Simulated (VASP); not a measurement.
# CdS (F-43m) in VASP: single point with r2SCAN

Aim: the single point of CdS with r2SCAN.

All numbers are computed with VASP 6.6.1; they aren't measurements. Logs are shortened: lines on timing, memory, paths and dates and some standing lists are left out, and cuts for length are marked.

**1. The structure**

It takes space group F-43m (No. 216, cubic). The conventional cell has a = 5.820 Å, b = 5.820 Å, c = 5.820 Å, α = 90.00°, β = 90.00°, γ = 90.00°. Cd (site symmetry -43m) has 4 S at 2.52 Å as nearest neighbours. S (site symmetry -43m) is surrounded by 4 Cd at 2.52 Å.

**2. Single point, r2SCAN**

The input, POSCAR:

```
CdS
1.0
    0.0000000000      2.9100000000      2.9100000000
    2.9100000000      0.0000000000      2.9100000000
    2.9100000000      2.9100000000      0.0000000000
Cd S
1 1
Direct
    0.0000000000      0.0000000000      0.0000000000
    0.7500000000      0.7500000000      0.7500000000
```

The input, INCAR.step1:

```
PREC     = Accurate       # precision mode
ENCUT    = 520            # plane-wave cutoff, eV
ISMEAR   = 0              # smearing method
SIGMA    = 0.1            # smearing width, eV
LREAL    = F              # projectors in reciprocal space
LASPH    = T              # aspherical terms in the spheres
NELM     = 80             # most SCF steps
NBANDS   = 16             # bands
GGA      = PE             # functional
ALGO     = Normal         # electronic algorithm
EDIFF    = 1E-4           # SCF threshold, eV
LWAVE    = T              # write WAVECAR
LCHARG   = F              # write CHGCAR
```

The input, INCAR.step2:

```
PREC     = Accurate       # precision mode
ENCUT    = 520            # plane-wave cutoff, eV
EDIFF    = 1E-6           # SCF threshold, eV
ISMEAR   = 0              # smearing method
SIGMA    = 0.1            # smearing width, eV
LREAL    = F              # projectors in reciprocal space
LASPH    = T              # aspherical terms in the spheres
NELM     = 80             # most SCF steps
ALGO     = Normal         # electronic algorithm
ISIF     = 2              # what is computed and relaxed
LWAVE    = F              # write WAVECAR
LCHARG   = T              # write CHGCAR
METAGGA  = R2SCAN         # meta-GGA
LMIXTAU  = T            
LELF     = T              # ELF
LVHAR    = T            
NBANDS   = 16             # bands
ISTART   = 1
```

The input, KPOINTS:

```
regular mesh
0
Gamma
  6 6 6
```

Potentials or basis: VASP PAW PBE potentials, release 64 (Cd, S).

Started as:

```console
cat potpaw_PBE.64/Cd/POTCAR potpaw_PBE.64/S/POTCAR > POTCAR
cp INCAR.step1 INCAR
mpirun -np 1 vasp_std > vasp.out
cp INCAR.step2 INCAR
mpirun -np 1 vasp_std > vasp.out
```

OUTCAR:

```text
PREC = Accurate
   ENCUT = 520
   EDIFF = 1E-6
   ISMEAR = 0
   LREAL = F
   LASPH = T
   NELM = 80
   ISIF = 2
   METAGGA = R2SCAN
   ISTART = 1

 ion  position               nearest neighbor table
   1  0.000  0.000  0.000-   2 2.52   2 2.52   2 2.52   2 2.52
   2  0.750  0.750  0.750-   1 2.52   1 2.52   1 2.52   1 2.52

  LATTYP: Found a face centered cubic cell.
 ALAT       =     5.8200000000

  Lattice vectors:

 A1 = (   0.0000000000,   2.9100000000,   2.9100000000)
 A2 = (   2.9100000000,   0.0000000000,   2.9100000000)
 A3 = (   2.9100000000,   2.9100000000,   0.0000000000)

Analysis of symmetry for initial positions (statically):
=====================================================================
 Subroutine PRICEL returns:
 Original cell was already a primitive cell.

 Routine SETGRP: Setting up the symmetry group for a
 face centered cubic supercell.

 Subroutine GETGRP returns: Found 24 space group operations
 (whereof 24 operations were pure point group operations)
 out of a pool of 48 trial point group operations.

The static configuration has the point symmetry T_d .

Analysis of symmetry for dynamics (positions and initial velocities):
=====================================================================
 Subroutine PRICEL returns:
 Original cell was already a primitive cell.

 Routine SETGRP: Setting up the symmetry group for a
 face centered cubic supercell.

 Subroutine GETGRP returns: Found 24 space group operations
 (whereof 24 operations were pure point group operations)
 out of a pool of 48 trial point group operations.

The dynamic configuration has the point symmetry T_d .

 Subroutine INISYM returns: Found 24 space group operations
 (whereof 24 operations are pure point group operations),
 and found     1 'primitive' translations

----------------------------------------------------------------------------------------

                                     Primitive cell

  volume of cell :      49.2843

  direct lattice vectors                    reciprocal lattice vectors
     0.000000000  2.910000000  2.910000000    -0.171821306  0.171821306  0.171821306
     2.910000000  0.000000000  2.910000000     0.171821306 -0.171821306  0.171821306
     2.910000000  2.910000000  0.000000000     0.171821306  0.171821306 -0.171821306

  length of vectors
     4.115361467  4.115361467  4.115361467     0.297603232  0.297603232  0.297603232
[... 71 lines left out ...]
   NELM   =     80;   NELMIN=  2; NELMDL=  0     # of ELM steps
   EDIFF  = 0.1E-05   stopping-criterion for ELM
   LREAL  =      F    real-space projection
   EDIFFG = 0.1E-04   stopping-criterion for IOM
   NSW    =      0    number of steps for IOM
   IBRION =     -1    ionic relax: 0-MD 1-quasi-New 2-CG
   NFREE  =      0    steps in history (QN), initial steepest desc. (CG)
   ISIF   =      2    stress and relaxation
   ISYM   =      2    0-nonsym 1-usesym 2-fastsym
   POTIM  = 0.5000    time-step for ionic-motion
   TEBEG  =    0.0;   TEEND  =   0.0 temperature during run
   PSTRESS=    0.0 pullay stress
   NELECT =      18.0000    total number of electrons
   NUPDOWN=      -1.0000    fix difference up-down
   EMIN   =  10.00;   EMAX   =-10.00  energy-range for DOS
   EFERMI =   0.00;   METHOD = LEGACY
   ISMEAR =     0;   SIGMA  =   0.10  broadening in eV -4-tet -1-fermi 0-gaus
   EFERMI_NEDOS =   21; number of points for ismear=-14 and -15
   IALGO  =     38    algorithm
   IMIX   =      4    mixing-type and parameters
     AMIX     =   0.40;   BMIX     =  1.00
     AMIX_MAG =   1.60;   BMIX_MAG =  1.00
  volume/ion in A,a.u.               =      24.64       166.29
  Fermi-wavevector in a.u.,A,eV,Ry     =   1.170207  2.211371 18.631605  1.369384
  Thomas-Fermi vector in A             =   2.306669
   LORBIT       =      0    0 simple, 1 ext, 2 COOP (PROOUT), +10 PAW based schemes
   METAGGA = R2SCAN    functional components
   LHFCALC =     F    Hartree Fock is set to
   AEXX    =    0.0000 exact exchange contribution
   IVDW    =     0    specifies the selected vdW correction
   LEPSILON=     F    determine dielectric tensor
   LRPA    =     F    only Hartree local field effects (RPA)
 non-spin polarized calculation
 Gauss-broadening in eV      SIGMA  =   0.10
  energy-cutoff  :      520.00
  volume of cell :       49.28
 maximum number of plane-waves:      1363
 NGX is ok and might be reduce to    32
   NGX = 15   NGY = 15   NGZ = 15

 number of electron      18.0000003 magnetization

 Free energy of the ion-electron system (eV)
  ---------------------------------------------------
  ext. energy  EPLUGINS =         0.00000000
  ---------------------------------------------------
  free energy    TOTEN  =       -29.67235277 eV

  energy without entropy =      -29.67235277  energy(sigma->0) =      -29.67235277

 E-fermi :   1.6147     XC(G=0):  -9.7669

 val. band max:        1.1106214476   @ k =   0.0000   0.0000   0.0000
 cond. band min:       2.7179031949   @ k =   0.0000   0.0000   0.0000
 fundamental gap:      1.6072817473
 Fermi energy:         1.6147030950

 k-point     1 :       0.0000    0.0000    0.0000
  band No.  band energies     occupation
      1     -11.8088      2.00000
      2      -6.8839      2.00000
      3      -6.8839      2.00000
      4      -6.8839      2.00000
      5      -6.3597      2.00000
      6      -6.3597      2.00000
[... 281 lines left out ...]
      3      -6.5871      2.00000
      4      -6.4464      2.00000
      5      -6.3156      2.00000
      6      -5.7530      2.00000
[... 8 lines left out ...]
     15      15.0212      0.00000
     16      15.1008      0.00000

------------------------ aborting loop because EDIFF is reached ----------------------------------------

  FORCE on cell =-STRESS in cart. coord.  units (eV):
  Direction    XX          YY          ZZ          XY          YZ          ZX
  --------------------------------------------------------------------------------------
  -------------------------------------------------------------------------------------
  Total        0.7020618      0.7020618      0.7020618     -0.0000000     -0.0000000     -0.0000000
  in kB       22.8232237     22.8232237     22.8232237     -0.0000000     -0.0000000     -0.0000000
  external PRESSURE =      22.8232237 kB  Pullay stress =       0.0000000 kB

 VOLUME and BASIS-vectors are now :
 -----------------------------------------------------------------------------
  energy-cutoff  :      520.00
  volume of cell :       49.28
      direct lattice vectors                 reciprocal lattice vectors
     0.000000000  2.910000000  2.910000000    -0.171821306  0.171821306  0.171821306
     2.910000000  0.000000000  2.910000000     0.171821306 -0.171821306  0.171821306
     2.910000000  2.910000000  0.000000000     0.171821306  0.171821306 -0.171821306

 POSITION                                       TOTAL-FORCE (eV/Angst)
 -----------------------------------------------------------------------------------
      0.00000      0.00000      0.00000        -0.000000     -0.000000     -0.000000
      4.36500      4.36500      4.36500         0.000000      0.000000      0.000000
 -----------------------------------------------------------------------------------
    total drift:                                0.000005      0.000005      0.000005

  FREE ENERGIE OF THE ION-ELECTRON SYSTEM (eV)
  ---------------------------------------------------
  free  energy   TOTEN  =       -29.6723527654 eV

  energy  without entropy=      -29.6723527654  energy(sigma->0) =      -29.67235277
```

OUTCAR.step1:

```text
PREC = Accurate
   ENCUT = 520
   ISMEAR = 0
   LREAL = F
   LASPH = T
[... 515 lines left out ...]
 -----------------------------------------------------------------------------------
      0.00000      0.00000      0.00000        -0.000000     -0.000000     -0.000000
      4.36500      4.36500      4.36500         0.000000      0.000000      0.000000
 -----------------------------------------------------------------------------------
    total drift:                                0.000000      0.000000      0.000000

  FREE ENERGIE OF THE ION-ELECTRON SYSTEM (eV)
  ---------------------------------------------------
  free  energy   TOTEN  =        -6.1119112715 eV

  energy  without entropy=       -6.1119112714  energy(sigma->0) =       -6.11191127
```

Wall time 50 s (1 thread of Intel Xeon Platinum 8559C (Emerald Rapids), shared host); peak memory 0.18 GiB.

Results:

- Free energy: -29.6724 eV
- Pressure: 2.3 GPa
- Band gap on the k mesh: 1.61 eV, direct

Caveat: the PAW data sets were made with another functional, which shifts forces and pressure a little. r2SCAN opens gaps a little over a GGA but as a rule still falls short of measured ones.
